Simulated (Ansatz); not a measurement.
TePb:

```
Pb Te
1.0
     0.00000    3.23100    3.23100
     3.23100    0.00000    3.23100
     3.23100    3.23100    0.00000
Pb Te
1 1
Direct
  0.00000 0.00000 0.00000
  0.50000 0.50000 0.50000
```

Base run:

```yaml
Program: Ansatz 0.2.0
Functional: LDA
Potentials_or_basis: Ansatz PAW
Cutoff: "420 eV (not typed: the program's choice for these potentials)"
k_mesh: 7 × 7 × 7
Occupations: fermi-dirac, width 0.05 eV
Spin: no spin polarisation
```

Its results: pressure -1.7 GPa.

Q: The run is repeated on the same cell with these changes: functional from LDA to PBEsol. What comes out?

A: Pressure -0.4 GPa.

PBEsol binds less tightly than LDA, so the same cell stands under more pressure.

Caveats: the PAW data sets come from PBE, with cores solved anew for the run's functional, which leaves a small shift of forces and pressure.
